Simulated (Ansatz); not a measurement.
# Bi (P2_1/m) in Ansatz: reference runs

How does Bi come out in PBEsol? The cell is run as given and disturbed.

All numbers are computed with Ansatz 0.2.0; they aren't measurements. Logs are shortened: lines on timing, memory, paths and dates and some standing lists are left out, and cuts for length are marked.

## (1) The structure

It takes space group P2_1/m (No. 11, monoclinic). The conventional cell has a = 4.658 Å, b = 4.526 Å, c = 6.521 Å, α = 90.00°, β = 93.04°, γ = 90.00°. Bi (site symmetry m) has 6 Bi at 3.24 to 3.26 Å as nearest neighbours. Bi (site symmetry m) is surrounded by 6 Bi at 3.24 to 3.26 Å.

## (2) Single point, PBEsol

The input, input.yaml:

```yaml
crystal:
  lattice:
    - [4.6584121839, 0.0, 0.0]
    - [0.0, 4.52638858, 0.0]
    - [-0.3459734563, 0.0, 6.5119480672]
  atoms:
    - { symbol: Bi, position: [0.25137492, 0.25, 0.74873338] }
    - { symbol: Bi, position: [0.74862508, 0.75, 0.25126662] }
    - { symbol: Bi, position: [0.24988769, 0.25, 0.24888033] }
    - { symbol: Bi, position: [0.75011231, 0.75, 0.75111967] }
kpoints:
  mp_grid: { grid: [6, 6, 4] }
scf:
  occupations: { method: fermi_dirac, width: 0.05 }
hamiltonian:
  xc: pbesol
  pseudopotentials: { kind: all_electron, lapw: { basis_error: 0.001 } }
output:
  forces: true
  stress: true
  eigenvalues: true
  populations: true
```

Potentials or basis: all-electron LAPW, scalar-relativistic.

Command:

```console
$ ansatz run input.yaml --threads 2 --pin off --max-ram 8192MiB --backend cpu --events-out ev --progress --plain --runs-dir out
```

What it wrote:

```text
Warning: RAYON_NUM_THREADS=2 ignored (pool sized by the plan → 2); use --threads N
Bi: projections on atomic orbitals take those of the free atom 1s2 2s2 2p6 3s2 3p6 3d10 4s2 4p6 4d10 4f14 5s2 5p6 5d10 6s2 6p3, of charge +0.00 (hamiltonian.pseudopotentials.projection_atoms)
LAPW: plane waves up to 6.973 Å⁻¹, error target 1.0e-3 eV per atom; small_component_spin mean_spin; Bi in spheres of 1.621 Å, 37 of its electrons in bands, Dirac shells [] (how accurate: hamiltonian.pseudopotentials.lapw.basis_error, Limitations)
Engine: ansatz 0.2.0, x86_64-unknown-linux-gnu
Pseudopotentials: kind: all_electron
Pseudopotential: Bi, LAPW, valence charge 37, lapw/all_electron/scalar/gaussian/Bi, Koelling and Harmon's equation, gaussian nucleus
Functional definition: PBEsol
  exchange = pbesol_x
  correlation = pbesol_c
Crystal: 4 atoms, lattice volume = 137.310 Å³
Basis set: ecut = 185.22887792082878 eV, 787 PW (Γ), exchange–correlation at level 2
Bands: 89, of which v1, the nominal top of the filled ones, is band 74 counted from 1 (73 counted from 0)
Symmetry: 4 space group operations
Space group: P21/m (ITA 11), of the structure as read, at distance tolerance 5.2e-5 Å
k-points: 56 of 144
Non-local potential: Bi, projectors of the file, none
Initial density: superposition of atomic densities (chi_scale 0.1, normalization cell)
Initial wavefunctions: plane waves of lowest kinetic energy (no species holds an atomic orbital)
Functional: x = pbesol(κ = 0.804, μ = 0.12345679012345678), c = pbesol(β = 0.046)
iter 1 solved again at ethr=2.45e-5 eV; its pass at ethr=1.00e-1 eV (dr2=3.63e-2 eV) is discarded
SCF iter   1: F=—  HF=-2342205.706989 eV  |F-HF|=—  |Δ(HF+E_count)|=         —  Δρ=6.44e-3  dr2=3.64e-2  ethr=2.45e-5  ⟨swp⟩=3.2  Hψ=31562  notcnv=0
preconditioner: auto → LDOS  [metal: Δε(μ)=0.021 eV  Ē_g=22.635 eV  σ=0.050 eV  W_gap=0.11  n_scr=42 (ndim 8)  ℏωp=24.5 eV  f_vac=0.143  D(μ)=2.90/eV (n_scr^D=20)  β→1.0]
iter 2 solved again at ethr=5.56e-7 eV; its pass at ethr=2.45e-5 eV (dr2=8.23e-4 eV) is discarded
SCF iter   2: F=—  HF=-2342205.702215 eV  |F-HF|=—  |Δ(HF+E_count)|=   4.77e-3  Δρ=1.19e-3  dr2=8.23e-4  ethr=5.56e-7  ⟨swp⟩=2.0  Hψ=24843  notcnv=0
SCF iter   3: F=—  HF=-2342205.695199 eV  |F-HF|=—  |Δ(HF+E_count)|=   7.02e-3  Δρ=4.63e-4  dr2=1.52e-4  ethr=5.56e-7  ⟨swp⟩=3.0  Hψ=15673  notcnv=0
SCF iter   4: F=—  HF=-2342205.692240 eV  |F-HF|=—  |Δ(HF+E_count)|=   2.96e-3  Δρ=1.45e-4  dr2=1.61e-5  ethr=1.03e-7  ⟨swp⟩=2.0  Hψ=14656  notcnv=0
SCF iter   5: F=—  HF=-2342205.691964 eV  |F-HF|=—  |Δ(HF+E_count)|=   2.77e-4  Δρ=4.62e-5  dr2=1.56e-6  ethr=1.09e-8  ⟨swp⟩=3.0  Hψ=15012  notcnv=0
SCF iter   6: F=—  HF=-2342205.691953 eV  |F-HF|=—  |Δ(HF+E_count)|=   1.06e-5  Δρ=6.24e-6  dr2=3.47e-8  ethr=1.06e-9  ⟨swp⟩=3.0  Hψ=15032  notcnv=0
SCF iter   7: F=-2342205.691953 eV  HF=-2342205.691953 eV  |F-HF|=5.59e-9  |Δ(HF+E_count)|=   9.87e-8  Δρ=1.01e-6  dr2=4.18e-9  ethr=2.34e-11  ⟨swp⟩=3.0  Hψ=15181  notcnv=0
SCF 1 converged in 7 iterations: F = -2342205.691953 eV  dr2 = 4.18e-9
SCF converged after 7 iterations
Free energy (F): -2342205.691953 eV
Harris-Foulkes:  -2342205.691953 eV  (|F-HF|=5.59e-9)
Internal energy: -2342205.667946 eV  (E = F + TS)
E sigma→0 (E₀):  -2342205.679949 eV
Entropy (-TS):   -0.024007 eV (-6.002 meV/atom)
Fermi energy:    13.633442 eV
--- Per-component energies (eV) ---
  E_band       = -10717.201941
  E_kinetic    = 2711149.202526
  E_xc         = -42598.148260
  E_electrostatic = -5010756.722212  (all electrons and nuclei)
  E_smearing   = -0.024007  (= −TS)
  E_closure    = 0.000000  (closes the sum)
  E_atoms      = -2342188.726400  (free atoms, spherical and without spin; not in F)
  Σ components = -2342205.691953   (vs F -2342205.691953, Δ=0.00e0)
  Basis errors (estimates in eV, not in F): energy 3.2e-4 per atom: plane waves 3.2e-4 (1.7e-4 summed), levels above the bands 4.7e-76, relativity 1.4e-8, radial functions 6.0e-6, core shells 5.7e-9; eigenvalues (radial functions only) 1.4e-6; not estimated: angular momenta, meshes, grids; target (lapw.basis_error) 1.0e-3; muffin-tin radii Bi 1.621 Å
--- Forces (eV/Å), atoms counted from 1 ---
  atom   1  Bi    -0.00071219     0.00000000     0.00014253
  atom   2  Bi     0.00071219    -0.00000000    -0.00014253
  atom   3  Bi    -0.00079589     0.00000000     0.00255773
  atom   4  Bi     0.00079589    -0.00000000    -0.00255773
  max |Σ_I F_I| component: 4.34e-19 eV/Å
--- Stress (GPa, compression-positive) ---
       -2.097529      -0.000000       0.267204
       -0.000000      -1.469416       0.000000
        0.267204       0.000000      -0.475309
  P = ⅓ Tr σ = -1.3474 GPa (-13.474 kbar)
--- Band table (eV; the first three rows and the last of 56) ---
  k-point 0: bands = ["-139.4517", "-139.4517", "-139.4516", "-139.4516", "-134.6064", "-134.6064", "-134.6064", "-134.6064", "-134.6063", "-134.6063", "-134.6062", "-134.6062", "-134.6054", "-134.6054", "-134.6053", "-134.6053", "-134.6047", "-134.6047", "-134.6046", "-134.6046", "-134.6041", "-134.6041", "-134.6041", "-134.6041", "-134.6034", "-134.6034", "-134.6034", "-134.6034", "-134.6032", "-134.6032", "-134.6031", "-134.6031", "-77.6566", "-77.6565", "-77.6550", "-77.6549", "-77.6539", "-77.6537", "-77.6522", "-77.6520", "-77.6504", "-77.6503", "-77.6479", "-77.6476", "-9.2711", "-9.2592", "-9.2581", "-9.1356", "-9.1251", "-9.1158", "-9.1143", "-9.1126", "-9.0255", "-9.0203", "-9.0145", "-9.0124", "-8.9908", "-8.9420", "-8.9397", "-8.9393", "-8.9353", "-8.8228", "-8.8180", "-8.8167", "0.5177", "2.3827", "4.3062", "6.1593", "8.6677", "10.3893", "10.6815", "11.9164", "12.4190", "12.5264", "16.3334", "16.6755", "16.7682", "16.9391", "18.5713", "18.5836", "18.7072", "19.1854", "19.2482", "19.8936", "19.9777", "20.4647", "21.4543", "21.5030", "23.3888"]
  k-point 1: bands = ["-139.4517", "-139.4517", "-139.4516", "-139.4516", "-134.6064", "-134.6064", "-134.6064", "-134.6064", "-134.6063", "-134.6063", "-134.6062", "-134.6062", "-134.6054", "-134.6054", "-134.6053", "-134.6053", "-134.6047", "-134.6047", "-134.6046", "-134.6046", "-134.6041", "-134.6041", "-134.6041", "-134.6041", "-134.6034", "-134.6034", "-134.6034", "-134.6034", "-134.6032", "-134.6032", "-134.6031", "-134.6031", "-77.6566", "-77.6565", "-77.6550", "-77.6549", "-77.6538", "-77.6537", "-77.6522", "-77.6521", "-77.6501", "-77.6500", "-77.6483", "-77.6480", "-9.2692", "-9.2600", "-9.2207", "-9.1334", "-9.1249", "-9.1020", "-9.0981", "-9.0746", "-9.0392", "-9.0277", "-9.0273", "-9.0086", "-9.0038", "-8.9516", "-8.9511", "-8.9411", "-8.9364", "-8.8607", "-8.8221", "-8.8187", "0.7092", "1.9795", "4.4904", "5.7455", "9.5838", "10.5866", "10.8798", "11.7508", "12.0819", "13.3347", "14.6400", "16.5244", "16.9768", "17.0958", "18.0200", "18.2275", "18.3389", "18.5788", "19.5431", "19.8935", "20.5558", "21.3960", "21.6582", "22.1230", "22.9098"]
  k-point 2: bands = ["-139.4517", "-139.4517", "-139.4516", "-139.4516", "-134.6064", "-134.6064", "-134.6064", "-134.6064", "-134.6063", "-134.6063", "-134.6062", "-134.6062", "-134.6054", "-134.6054", "-134.6053", "-134.6053", "-134.6047", "-134.6047", "-134.6046", "-134.6046", "-134.6041", "-134.6041", "-134.6041", "-134.6041", "-134.6034", "-134.6034", "-134.6034", "-134.6034", "-134.6032", "-134.6032", "-134.6031", "-134.6031", "-77.6565", "-77.6565", "-77.6549", "-77.6549", "-77.6537", "-77.6537", "-77.6521", "-77.6521", "-77.6492", "-77.6492", "-77.6490", "-77.6490", "-9.2646", "-9.2645", "-9.1288", "-9.1288", "-9.1288", "-9.1276", "-9.0682", "-9.0675", "-9.0630", "-9.0627", "-8.9804", "-8.9800", "-8.9795", "-8.9790", "-8.9663", "-8.9649", "-8.9388", "-8.9387", "-8.8204", "-8.8204", "1.2499", "1.2536", "5.0162", "5.0217", "11.1162", "11.1217", "11.4163", "11.4188", "11.8032", "11.8081", "15.6531", "15.6663", "17.0941", "17.0976", "17.5364", "17.5428", "17.6497", "17.6567", "21.1839", "21.1919", "21.2995", "21.3031", "21.6643", "21.6645", "22.1239"]
  k-point 55: bands = ["-139.4517", "-139.4517", "-139.4516", "-139.4516", "-134.6064", "-134.6064", "-134.6064", "-134.6064", "-134.6063", "-134.6063", "-134.6062", "-134.6062", "-134.6054", "-134.6054", "-134.6053", "-134.6053", "-134.6047", "-134.6047", "-134.6046", "-134.6046", "-134.6041", "-134.6041", "-134.6041", "-134.6041", "-134.6034", "-134.6034", "-134.6034", "-134.6034", "-134.6032", "-134.6032", "-134.6031", "-134.6031", "-77.6561", "-77.6561", "-77.6561", "-77.6561", "-77.6526", "-77.6526", "-77.6526", "-77.6526", "-77.6491", "-77.6491", "-77.6491", "-77.6491", "-9.1712", "-9.1712", "-9.1706", "-9.1706", "-9.0770", "-9.0770", "-9.0765", "-9.0765", "-9.0219", "-9.0219", "-9.0218", "-9.0218", "-8.9721", "-8.9721", "-8.9716", "-8.9716", "-8.9257", "-8.9257", "-8.9249", "-8.9249", "3.1380", "3.1380", "3.1425", "3.1425", "9.4102", "9.4102", "9.4134", "9.4134", "13.7597", "13.7597", "13.7684", "13.7684", "18.9969", "18.9969", "18.9988", "18.9988", "19.4983", "19.4983", "19.5068", "19.5068", "24.2484", "24.2484", "24.2514", "24.2514", "24.5189"]
--- Löwdin populations: 4 sites ---
  site symbol       q [e]
     0     Bi     82.9756
     1     Bi     82.9756
     2     Bi     82.9756
     3     Bi     82.9756
  spilling = 0.000294 (of n_electrons = 332.000000)
```

It took 35 s on 2 threads of Intel Xeon Platinum 8488C (Sapphire Rapids), shared host; peak memory 0.91 GiB.

Results:

* Free energy: -2342205.6920 eV
* Pressure: -1.3 GPa
* Band gap on the k mesh: none (metal or under the smearing width)

Forces in eV/Å, atoms in the order of the input:
```
Bi  -0.001  0.000  0.000
Bi   0.001  0.000  0.000
Bi  -0.001  0.000  0.003
Bi   0.001  0.000 -0.003
```

Caveat: spin-orbit coupling is left out, which moves the levels of the heavy elements.

## (3) Single point, PBEsol (atoms moved at random, drawn with an rms of 0.05 Å)

The input, input.yaml:

```yaml
crystal:
  lattice:
    - [4.6584121839, 0.0, 0.0]
    - [0.0, 4.52638858, 0.0]
    - [-0.3459734563, 0.0, 6.5119480672]
  atoms:
    - { symbol: Bi, position: [0.252499, 0.245627, 0.753672] }
    - { symbol: Bi, position: [0.748621, 0.752318, 0.249003] }
    - { symbol: Bi, position: [0.261305, 0.242559, 0.251097] }
    - { symbol: Bi, position: [0.742836, 0.735493, 0.75244] }
kpoints:
  mp_grid: { grid: [6, 6, 4] }
scf:
  occupations: { method: fermi_dirac, width: 0.05 }
hamiltonian:
  xc: pbesol
  pseudopotentials: { kind: all_electron, lapw: { basis_error: 0.001 } }
output:
  forces: true
  stress: true
  eigenvalues: true
  populations: true
```

Potentials or basis: all-electron LAPW, scalar-relativistic.

Command:

```console
$ ansatz run input.yaml --threads 2 --pin off --max-ram 8192MiB --backend cpu --events-out ev --progress --plain --runs-dir out
```

What it wrote:

```text
Warning: RAYON_NUM_THREADS=2 ignored (pool sized by the plan → 2); use --threads N
Bi: projections on atomic orbitals take those of the free atom 1s2 2s2 2p6 3s2 3p6 3d10 4s2 4p6 4d10 4f14 5s2 5p6 5d10 6s2 6p3, of charge +0.00 (hamiltonian.pseudopotentials.projection_atoms)
LAPW: plane waves up to 7.166 Å⁻¹, error target 1.0e-3 eV per atom; small_component_spin mean_spin; Bi in spheres of 1.588 Å, 37 of its electrons in bands, Dirac shells [] (how accurate: hamiltonian.pseudopotentials.lapw.basis_error, Limitations)
Engine: ansatz 0.2.0, x86_64-unknown-linux-gnu
Pseudopotentials: kind: all_electron
Pseudopotential: Bi, LAPW, valence charge 37, lapw/all_electron/scalar/gaussian/Bi, Koelling and Harmon's equation, gaussian nucleus
Functional definition: PBEsol
  exchange = pbesol_x
[... 52 lines left out ...]
  k-point 1: bands = ["-139.4493", "-139.4486", "-139.4483", "-139.4482", "-134.6040", "-134.6038", "-134.6031", "-134.6029", "-134.6028", "-134.6028", "-134.6028", "-134.6026", "-134.6025", "-134.6022", "-134.6020", "-134.6018", "-134.6018", "-134.6016", "-134.6013", "-134.6011", "-134.6010", "-134.6009", "-134.6007", "-134.6006", "-134.6006", "-134.6004", "-134.6002", "-134.6000", "-134.5998", "-134.5997", "-134.5996", "-134.5996", "-77.6541", "-77.6533", "-77.6524", "-77.6512", "-77.6510", "-77.6504", "-77.6492", "-77.6484", "-77.6472", "-77.6472", "-77.6454", "-77.6452", "-9.2686", "-9.2593", "-9.2192", "-9.1315", "-9.1229", "-9.1002", "-9.0961", "-9.0714", "-9.0380", "-9.0258", "-9.0245", "-9.0053", "-9.0010", "-8.9488", "-8.9480", "-8.9376", "-8.9328", "-8.8573", "-8.8180", "-8.8145", "0.7042", "1.9750", "4.4959", "5.7523", "9.5808", "10.5891", "10.8822", "11.7540", "12.0799", "13.3408", "14.6382", "16.4644", "16.9667", "17.1466", "17.9642", "18.2425", "18.4131", "18.5788", "19.5486", "19.8958", "20.5535", "21.3938", "21.6631", "22.1234", "22.9082"]
  k-point 2: bands = ["-139.4493", "-139.4486", "-139.4483", "-139.4482", "-134.6040", "-134.6038", "-134.6031", "-134.6029", "-134.6028", "-134.6028", "-134.6028", "-134.6026", "-134.6025", "-134.6022", "-134.6020", "-134.6018", "-134.6018", "-134.6016", "-134.6013", "-134.6011", "-134.6010", "-134.6009", "-134.6007", "-134.6006", "-134.6006", "-134.6004", "-134.6002", "-134.6000", "-134.5998", "-134.5997", "-134.5996", "-134.5996", "-77.6541", "-77.6533", "-77.6524", "-77.6512", "-77.6509", "-77.6504", "-77.6492", "-77.6483", "-77.6467", "-77.6465", "-77.6461", "-77.6458", "-9.2648", "-9.2629", "-9.1356", "-9.1276", "-9.1261", "-9.1184", "-9.0700", "-9.0642", "-9.0615", "-9.0573", "-8.9810", "-8.9796", "-8.9780", "-8.9730", "-8.9683", "-8.9519", "-8.9357", "-8.9348", "-8.8167", "-8.8159", "1.2132", "1.2813", "4.9851", "5.0657", "11.0880", "11.1533", "11.3826", "11.4295", "11.7740", "11.8585", "15.5862", "15.7433", "16.9894", "17.0360", "17.5431", "17.6010", "17.6799", "17.7499", "21.1331", "21.2092", "21.3026", "21.3247", "21.6602", "21.6625", "22.0997"]
  k-point 75: bands = ["-139.4493", "-139.4486", "-139.4482", "-139.4482", "-134.6040", "-134.6038", "-134.6031", "-134.6029", "-134.6028", "-134.6028", "-134.6028", "-134.6026", "-134.6025", "-134.6022", "-134.6020", "-134.6018", "-134.6018", "-134.6016", "-134.6013", "-134.6011", "-134.6010", "-134.6009", "-134.6007", "-134.6006", "-134.6006", "-134.6004", "-134.6002", "-134.6000", "-134.5998", "-134.5997", "-134.5996", "-134.5996", "-77.6539", "-77.6533", "-77.6531", "-77.6523", "-77.6500", "-77.6495", "-77.6493", "-77.6486", "-77.6466", "-77.6465", "-77.6460", "-77.6458", "-9.1752", "-9.1740", "-9.1651", "-9.1647", "-9.0788", "-9.0782", "-9.0712", "-9.0711", "-9.0214", "-9.0200", "-9.0177", "-9.0172", "-8.9728", "-8.9714", "-8.9660", "-8.9655", "-8.9280", "-8.9266", "-8.9164", "-8.9154", "3.0968", "3.1051", "3.1721", "3.1803", "9.3847", "9.3907", "9.4401", "9.4419", "13.6981", "13.7110", "13.8173", "13.8348", "18.9909", "18.9964", "19.0059", "19.0080", "19.4571", "19.4723", "19.5481", "19.5594", "24.1781", "24.1861", "24.2548", "24.2678", "24.5071"]
--- Löwdin populations: 4 sites ---
  site symbol       q [e]
     0     Bi     82.9756
     1     Bi     82.9758
     2     Bi     82.9751
     3     Bi     82.9759
  spilling = 0.000294 (of n_electrons = 332.000000)
```

populations.tsv:

```text
# site	symbol	l	j	q
# orbitals = lowdin
# n_electrons = 332.000000
# spilling = 0.000294
# projection_atom_Bi: 1s2 2s2 2p6 3s2 3p6 3d10 4s2 4p6 4d10 4f14 5s2 5p6 5d10 6s2 6p3
0	Bi	0_1S	-	2.000000
0	Bi	0_2S	-	1.999998
0	Bi	0_3S	-	1.999975
0	Bi	0_4S	-	1.999765
0	Bi	0_5S	-	1.997292
0	Bi	0_6S	-	1.884343
0	Bi	1_2P	-	6.000000
0	Bi	1_3P	-	5.999999
0	Bi	1_4P	-	5.999967
0	Bi	1_5P	-	5.997691
0	Bi	1_6P	-	3.100752
0	Bi	2_3D	-	10.000000
0	Bi	2_4D	-	9.999997
0	Bi	2_5D	-	9.995778
0	Bi	3_4F	-	13.999998
1	Bi	0_1S	-	2.000000
1	Bi	0_2S	-	1.999998
1	Bi	0_3S	-	1.999975
1	Bi	0_4S	-	1.999764
1	Bi	0_5S	-	1.997285
1	Bi	0_6S	-	1.884125
1	Bi	1_2P	-	6.000000
1	Bi	1_3P	-	5.999999
1	Bi	1_4P	-	5.999967
1	Bi	1_5P	-	5.997688
1	Bi	1_6P	-	3.101233
1	Bi	2_3D	-	10.000000
1	Bi	2_4D	-	9.999997
1	Bi	2_5D	-	9.995760
1	Bi	3_4F	-	13.999998
2	Bi	0_1S	-	2.000000
2	Bi	0_2S	-	1.999998
2	Bi	0_3S	-	1.999975
2	Bi	0_4S	-	1.999764
2	Bi	0_5S	-	1.997284
2	Bi	0_6S	-	1.884107
2	Bi	1_2P	-	6.000000
2	Bi	1_3P	-	5.999999
2	Bi	1_4P	-	5.999967
2	Bi	1_5P	-	5.997687
2	Bi	1_6P	-	3.100587
2	Bi	2_3D	-	10.000000
2	Bi	2_4D	-	9.999997
2	Bi	2_5D	-	9.995768
2	Bi	3_4F	-	13.999998
3	Bi	0_1S	-	2.000000
3	Bi	0_2S	-	1.999998
3	Bi	0_3S	-	1.999975
3	Bi	0_4S	-	1.999765
3	Bi	0_5S	-	1.997290
3	Bi	0_6S	-	1.884200
3	Bi	1_2P	-	6.000000
3	Bi	1_3P	-	5.999999
3	Bi	1_4P	-	5.999967
3	Bi	1_5P	-	5.997691
3	Bi	1_6P	-	3.101238
3	Bi	2_3D	-	10.000000
3	Bi	2_4D	-	9.999997
3	Bi	2_5D	-	9.995773
3	Bi	3_4F	-	13.999998
```

It took 81 s on 2 threads of Intel Xeon Platinum 8488C (Sapphire Rapids), shared host; peak memory 1.1 GiB.

What came out:

```yaml
Free_energy: -2342205.6973 eV
Pressure: -1.2 GPa
Largest_force: 0.131 eV/Å
Band_gap_on_the_k_mesh: none (metal or under the smearing width)
```

Forces on the atoms (eV/Å):
```
Bi  -0.046  0.123 -0.006
Bi   0.001  0.121 -0.006
Bi   0.008 -0.121  0.001
Bi   0.037 -0.123  0.011
```

Levels at points of the mesh, in eV from the Fermi level:
| k point | band 72 | band 73 | band 74 | band 75 | band 76 | band 77 |
| --- | --- | --- | --- | --- | --- | --- |
| (0.00, 0.00, 0.00) | -1.72 | -1.22 | -1.11 | 2.63 | 3.05 | 3.13 |
| (0.00, 0.00, -0.50) | -2.21 | -1.86 | -1.78 | 1.95 | 2.11 | 3.35 |
| (0.00, -0.50, 0.00) | -1.25 | -0.97 | -0.96 | 0.66 | 0.67 | 0.93 |
| (0.00, -0.50, -0.50) | -0.57 | -0.30 | -0.25 | -0.21 | -0.17 | -0.14 |
| (-0.50, 0.00, 0.00) | -0.99 | -0.93 | -0.69 | 0.83 | 1.02 | 1.10 |
| (-0.50, 0.00, -0.50) | -0.35 | -0.25 | -0.17 | -0.11 | -0.06 | 0.00 |
| (-0.50, -0.50, 0.00) | -3.30 | -2.91 | -2.90 | 2.67 | 2.69 | 4.90 |
| (-0.50, -0.50, -0.50) | -4.20 | 0.06 | 0.07 | 0.18 | 0.20 | 5.35 |

Caveat: spin-orbit coupling is left out, which moves the levels of the heavy elements.
